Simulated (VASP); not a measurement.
# CaSe: excitons by G0W0 and the Bethe-Salpeter equation

CaSe, Fm-3m (no. 225), 2 atoms in the cell.

| Spin-orbit coupling | First bright excitation (eV) | Direct quasiparticle gap on the mesh (eV) | Direct Kohn-Sham gap on the mesh (eV) | Mean energy of the absorption, weighted by Im ε (eV) | Time (s) |
|---|---|---|---|---|---|
| no | 3.95 | 4.43 | 2.96 | 6.24 | 30 |
| yes | 3.81 | 4.29 | 2.85 | 6.22 | 128 |

Limits: The 4×4×4 mesh is coarse for a spectrum: peaks stand apart that a denser mesh merges; bands, mesh and cutoff of the G0W0 step are small, so absolute energies aren't converged; row 1: the pairs hold 4 valence and 4 conduction bands, and what lies beyond is missing from ε; the run without spin-orbit coupling holds singlets alone, the other one triplet-like states too; the excitation given is the first strong one; row 2: the pairs hold 8 valence and 8 conduction bands, and what lies beyond is missing from ε.

## Input of the first row

INCAR.step1:
```
SYSTEM = CaSe
PREC = Accurate ; ENCUT = 280
ISMEAR = 0 ; SIGMA = 0.02
EDIFF = 1E-8 ; LASPH = .TRUE.
KPAR = 4 ; LWAVE = .TRUE.
LCHARG = .FALSE.
```

INCAR.step2, as INCAR.step1 but for:
```
- EDIFF = 1E-8
+ EDIFF = 1E-7
+ ALGO = Exact
+ NELM = 1
+ LOPTICS = .TRUE.
+ ISTART = 1
+ NBANDS = 40
+ NEDOS = 2000
```

INCAR.step3:
```
SYSTEM = CaSe
PREC = Accurate ; ENCUT = 280
ISMEAR = 0 ; SIGMA = 0.02
LASPH = .TRUE. ; KPAR = 4
LWAVE = .TRUE. ; LCHARG = .FALSE.
ALGO = EVGW0 ; NELMGW = 1
ISTART = 1 ; NBANDS = 40
ENCUTGW = 100 ; NOMEGA = 96
OMEGAMAX = 30 ; NBANDSGW = 24
PRECFOCK = Fast
```

INCAR.step4:
```
SYSTEM = CaSe
PREC = Accurate ; ENCUT = 280
ISMEAR = 0 ; SIGMA = 0.02
LASPH = .TRUE. ; KPAR = 4
LWAVE = .FALSE. ; LCHARG = .FALSE.
ALGO = BSE ; NBANDS = 40
NBANDSO = 4 ; NBANDSV = 4
IBSE = 2 ; NBSEEIG = 4
ENCUTGW = 100 ; PRECFOCK = Fast
ANTIRES = 0 ; OMEGAMAX = 25
CSHIFT = 0.15 ; NOMEGA = 1000
ISTART = 1
```

KPOINTS:
```
k-points
0
Gamma
  4 4 4
```

POSCAR:
```
CaSe
1.0
    0.0000000000      2.9560000000      2.9560000000
    2.9560000000      0.0000000000      2.9560000000
    2.9560000000      2.9560000000      0.0000000000
Se Ca
1 1
Direct
    0.5000000000      0.5000000000      0.5000000000
    0.0000000000      0.0000000000      0.0000000000
```

Commands (each step's output is kept before the next begins):
```
cat potpaw_PBE.64/Se_GW/POTCAR potpaw_PBE.64/Ca_sv_GW/POTCAR > POTCAR
cp INCAR.step1 INCAR
mpirun -np 4 vasp_std > vasp.out
cp INCAR.step2 INCAR
mpirun -np 4 vasp_std > vasp.out
cp INCAR.step3 INCAR
mpirun -np 4 vasp_std > vasp.out
cp INCAR.step4 INCAR
mpirun -np 4 vasp_std > vasp.out
```

VASP 6.6.1 took 30 s on 4 cores (AMD EPYC 7R13 (Zen 3)), a shared host.
